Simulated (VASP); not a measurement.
# ZnSe (Stilleite) (F-43m) in VASP: further runs, part 2 of 2

VASP 6.6.1. Earlier steps stand in the parts before.

## 3. G0W0 quasiparticle levels, PBE

The input, POSCAR:

```
ZnSe
1.0
    0.0000000000      2.8338000000      2.8338000000
    2.8338000000      0.0000000000      2.8338000000
    2.8338000000      2.8338000000      0.0000000000
Se Zn
1 1
Direct
    0.7500000000      0.7500000000      0.7500000000
    0.0000000000      0.0000000000      0.0000000000
```

The input, INCAR.step1:

```
SYSTEM = ZnSe
  PREC = Accurate
  ENCUT = 450
  EDIFF = 1E-8
  ISMEAR = 0
  SIGMA = 0.01
  LREAL = .False.
  LASPH = .True.
  NELM = 60
  ALGO = Normal
  LWAVE = .True.
  LCHARG = .False.
  GGA = PE
```

The input, INCAR.step2:

```
SYSTEM = ZnSe
  PREC = Accurate
  ENCUT = 450
  EDIFF = 1E-8
  ISMEAR = 0
  SIGMA = 0.01
  LREAL = .False.
  LASPH = .True.
  NELM = 1
  ALGO = Exact
  LWAVE = .True.
  LCHARG = .False.
  GGA = PE
  NBANDS = 36
  LOPTICS = .True.
  ISTART = 1
```

The input, INCAR.step3:

```
SYSTEM = ZnSe
  PREC = Accurate
  ENCUT = 450
  EDIFF = 1E-8
  ISMEAR = 0
  SIGMA = 0.01
  LREAL = .False.
  LASPH = .True.
  ALGO = EVGW0
  LWAVE = .False.
  LCHARG = .False.
  GGA = PE
  NELMGW = 1
  NBANDS = 36
  ENCUTGW = 50
  NOMEGA = 48
  PRECFOCK = Fast
  ISTART = 1
  NBANDSGW = 17
```

The input, KPOINTS:

```
Automatic mesh
0
Gamma
  3 3 3
  0 0 0
```

Potentials or basis: VASP PAW PBE potentials, release 64 (Se_GW, Zn_GW).

Started as:

```console
cat potpaw_PBE.64/Se_GW/POTCAR potpaw_PBE.64/Zn_GW/POTCAR > POTCAR
cp INCAR.step1 INCAR
mpirun -np 1 vasp_std > vasp.out
cp INCAR.step2 INCAR
mpirun -np 1 vasp_std > vasp.out
cp INCAR.step3 INCAR
mpirun -np 1 vasp_std > vasp.out
```

OUTCAR:

```text
SYSTEM = ZnSe
   PREC = Accurate
   ENCUT = 450
   EDIFF = 1E-8
   ISMEAR = 0
   LREAL = .False.
   LASPH = .True.
   GGA = PE
   NELMGW = 1
   ENCUTGW = 50
   PRECFOCK = Fast
   ISTART = 1

 Found      4 irreducible k-points:

 Following reciprocal coordinates:
            Coordinates               Weight
  0.000000  0.000000  0.000000      1.000000
  0.333333  0.000000  0.000000      8.000000
  0.333333  0.333333  0.000000      6.000000
 -0.333333  0.333333  0.000000     12.000000
   k-points           NKPTS =      4   k-points in BZ     NKDIM =     27   number of bands    NBANDS=     36
   number of dos      NEDOS =    301   number of ions     NIONS =      2
   total plane-waves  NPLWV =  21952
   dimension x,y,z NGX =    28 NGY =   28 NGZ =   28
   dimension x,y,z NGXF=    56 NGYF=   56 NGZF=   56
   ions per type =               1   1
   NGX,Y,Z   is equivalent  to a cutoff of  11.62, 11.62, 11.62 a.u.
   NGXF,Y,Z  is equivalent  to a cutoff of  23.23, 23.23, 23.23 a.u.
 SYSTEM =  ZnSe
   PREC   = accura    normal or accurate (medium, high low for compatibility)
   ISTART =      1    job   : 0-new  1-cont  2-samecut
   ICHARG =      0    charge: 1-file 2-atom 10-const
   ISPIN  =      1    spin polarized calculation?
   LNONCOLLINEAR =      F non collinear calculations
   LSORBIT =      F    spin-orbit coupling
   LASPH  =      T    aspherical Exc in radial PAW
   ENCUT  =  450.0 eV  33.07 Ry    5.75 a.u.   6.93  6.93  6.93*2*pi/ulx,y,z
   NELM   =     60;   NELMIN=  2; NELMDL=  0     # of ELM steps
   EDIFF  = 0.1E-07   stopping-criterion for ELM
   LREAL  =      F    real-space projection
   EDIFFG = 0.1E-06   stopping-criterion for IOM
   NSW    =      0    number of steps for IOM
   IBRION =     -1    ionic relax: 0-MD 1-quasi-New 2-CG
   NFREE  =      0    steps in history (QN), initial steepest desc. (CG)
   ISIF   =      0    stress and relaxation
   ISYM   =      3    0-nonsym 1-usesym 2-fastsym
   POTIM  = 0.5000    time-step for ionic-motion
   TEBEG  =    0.0;   TEEND  =   0.0 temperature during run
   PSTRESS=    0.0 pullay stress
   NELECT =      18.0000    total number of electrons
   NUPDOWN=      -1.0000    fix difference up-down
   EMIN   =  10.00;   EMAX   =-10.00  energy-range for DOS
   EFERMI =   0.00;   METHOD = LEGACY
   ISMEAR =     0;   SIGMA  =   0.01  broadening in eV -4-tet -1-fermi 0-gaus
   EFERMI_NEDOS =   21; number of points for ismear=-14 and -15
   IALGO  =     38    algorithm
   IMIX   =      4    mixing-type and parameters
     AMIX     =   0.40;   BMIX     =  1.00
     AMIX_MAG =   1.60;   BMIX_MAG =  1.00
  volume/ion in A,a.u.               =      22.76       153.57
  Fermi-wavevector in a.u.,A,eV,Ry     =   1.201673  2.270834 19.647073  1.444019
  Thomas-Fermi vector in A             =   2.337476
   LORBIT       =      0    0 simple, 1 ext, 2 COOP (PROOUT), +10 PAW based schemes
   GGA     = PE    functional components
   LHFCALC =     T    Hartree Fock is set to
   PRECFOCK=fast      Normal, Fast or Accurate (Low or Medium for compatibility)
   ENCUT4O =  -1.0   cutoff for four orbital integrals eV
   NKREDX  =     1    reduce k-point grid by
   NKREDY  =     1    reduce k-point grid by
   NKREDZ  =     1    reduce k-point grid by
   AEXX    =    1.0000 exact exchange contribution
   HFSCREEN=    0.0000 screening length (either q_TF or 0.3 A-1)
   HFSCREENC=   0.0000 screening length for correlation (either q_TF or 0.3 A-1)
   ENCUTFOCK=  -1.0 apply spherical cutoff to Coloumb kernel
   IVDW    =     0    specifies the selected vdW correction
   LEPSILON=     F    determine dielectric tensor
   LRPA    =     F    only Hartree local field effects (RPA)
   LRPAFORCE           =     F    calculate RPA forces
   ENCUTGW             =  50.0    cutoff for response function in eV
   ENCUTGWSOFT         =  40.0    soft cutoff for Coulomb kernel in GW response function in eV
   ENCUTLF             =  -1.0    cutoff for local field effects
   NELMGW              =     1    number of iterations in solving QP/BSE equation
   NELMHF              =     1    number of iterations in the inner HF iteration
   NKREDLFX            =     1    NKREDLFY  =   1   NKREDLFZ  =   1
 non-spin polarized calculation
 Gauss-broadening in eV      SIGMA  =   0.01
  energy-cutoff  :      450.00
  volume of cell :       45.51
 maximum number of plane-waves:      1002
  NGX = 16; NGY = 16; NGZ = 16
   NGX = 13   NGY = 13   NGZ = 13
 maximum number of plane-waves:        39
 NGX is ok and might be reduce to    10

 QP shifts <psi_nk| G(iteration)W_0 |psi_nk>: iteration 1
 for sc-GW calculations column KS-energies equals QP-energies in previous step
 and V_xc(KS)=  KS-energies - (<T + V_ion + V_H > + <T+V_H+V_ion>^1  + <V_x>^1)

 k-point   1 :       0.0000    0.0000    0.0000
  band No.  KS-energies  QP-energies   sigma(KS)   V_xc(KS)     V^pw_x(r,r')   Z            occupation Imag(sigma)

      1     -10.5025     -10.6068     -12.4649     -12.3078     -19.8306       0.6635       2.0000       1.2242
      2      -3.8950      -6.3448     -23.3293     -19.7053     -30.8897       0.6760       2.0000       0.2434
      3      -3.8950      -6.3448     -23.3293     -19.7053     -30.8897       0.6760       2.0000       0.2434
      4      -3.8950      -6.3448     -23.3293     -19.7053     -30.8897       0.6760       2.0000       0.2434
      5      -3.5352      -6.1805     -24.3861     -20.4968     -32.0216       0.6801       2.0000       0.2193
      6      -3.5352      -6.1805     -24.3861     -20.4968     -32.0216       0.6801       2.0000       0.2193
[... 9 lines left out ...]
     16      14.1442      14.7717      -9.4869     -10.3197      -4.9907       0.7535       0.0000      -0.2770
     17      15.7309      15.8650      -7.3836      -7.5616      -2.2362       0.7536       0.0000      -0.5402

 k-point   2 :       0.3333    0.0000    0.0000
  band No.  KS-energies  QP-energies   sigma(KS)   V_xc(KS)     V^pw_x(r,r')   Z            occupation Imag(sigma)

      1      -9.9290      -9.9830     -12.8070     -12.7264     -20.0665       0.6702       2.0000       1.1260
      2      -3.8250      -6.3091     -23.4997     -19.8401     -31.0693       0.6788       2.0000       0.2409
      3      -3.8250      -6.3091     -23.4997     -19.8401     -31.0693       0.6788       2.0000       0.2409
      4      -3.7224      -6.0495     -22.3719     -18.9596     -29.5970       0.6820       2.0000       0.2514
      5      -3.5286      -6.1875     -24.4052     -20.5138     -32.0526       0.6833       2.0000       0.2215
      6      -3.5286      -6.1875     -24.4052     -20.5138     -32.0526       0.6833       2.0000       0.2215
[... 9 lines left out ...]
     16      13.7323      14.2521      -8.9178      -9.6043      -4.3199       0.7572       0.0000      -0.3038
     17      18.1579      18.8695      -8.4340      -9.3821      -2.9821       0.7506       0.0000      -0.7130

 k-point   3 :       0.3333    0.3333    0.0000
  band No.  KS-energies  QP-energies   sigma(KS)   V_xc(KS)     V^pw_x(r,r')   Z            occupation Imag(sigma)

      1      -9.7351      -9.7762     -12.9379     -12.8763     -20.1594       0.6677       2.0000       1.0867
      2      -3.8848      -6.1174     -21.8102     -18.5260     -28.9470       0.6798       2.0000       0.2537
      3      -3.7209      -6.2590     -23.8112     -20.0822     -31.4143       0.6806       2.0000       0.2385
      4      -3.7209      -6.2590     -23.8112     -20.0822     -31.4143       0.6806       2.0000       0.2385
      5      -3.5311      -6.1310     -24.0563     -20.2425     -31.6336       0.6817       2.0000       0.2281
      6      -3.4995      -6.1761     -24.4785     -20.5767     -32.1335       0.6860       2.0000       0.2202
[... 9 lines left out ...]
     16      17.9374      18.5749      -8.1639      -9.0119      -2.8043       0.7517       0.0000      -0.6678
     17      19.3955      19.9859      -8.7624      -9.5269      -3.5001       0.7723       0.0000      -0.8295

 k-point   4 :      -0.3333    0.3333    0.0000
  band No.  KS-energies  QP-energies   sigma(KS)   V_xc(KS)     V^pw_x(r,r')   Z            occupation Imag(sigma)

      1      -9.4978      -9.5266     -13.1668     -13.1236     -20.3582       0.6678       2.0000       1.0419
      2      -3.7977      -6.2387     -23.1331     -19.5462     -30.5782       0.6805       2.0000       0.2422
      3      -3.7177      -6.2553     -23.8122     -20.0899     -31.4135       0.6817       2.0000       0.2380
      4      -3.5758      -6.2130     -24.2627     -20.3898     -31.9116       0.6810       2.0000       0.2282
      5      -3.5272      -6.1895     -24.3942     -20.5059     -32.0440       0.6847       2.0000       0.2225
      6      -3.2992      -5.8513     -23.9527     -20.2218     -31.4303       0.6840       2.0000       0.2355
[... 9 lines left out ...]
     16      18.2675      18.8669      -8.1658      -8.9631      -2.8492       0.7518       0.0000      -0.6852
     17      18.9634      19.3918      -7.8865      -8.4479      -2.5833       0.7631       0.0000      -0.7154
```

It took 22 s on 1 thread of AMD EPYC 9R45 (Zen 5), shared host; peak memory 0.25 GiB.

These settings aren't checked as converged: the numbers below hold their error.

Results:

* Band gap on the k mesh, mean-field level: 1.24 eV, direct
* Quasiparticle gap: 2.37 eV
* Least direct quasiparticle gap: 2.37 eV

Caveat: the k mesh is coarse (spacing up to 0.64 Å⁻¹), so the values aren't converged; bands, screening cutoff and mesh are small and nothing is extrapolated, so the quasiparticle values aren't converged.

## 4. The reference run

An earlier run on the cell as given: functional PBE; potentials or basis VASP PAW PBE potentials, release 64 (Se, Zn); cutoff 520 eV; k mesh 8 × 8 × 8; occupations fermi-dirac, width 0.05 eV; no spin polarisation.

- Pressure: 2.3 GPa
- Band gap on the k mesh: 1.29 eV, direct
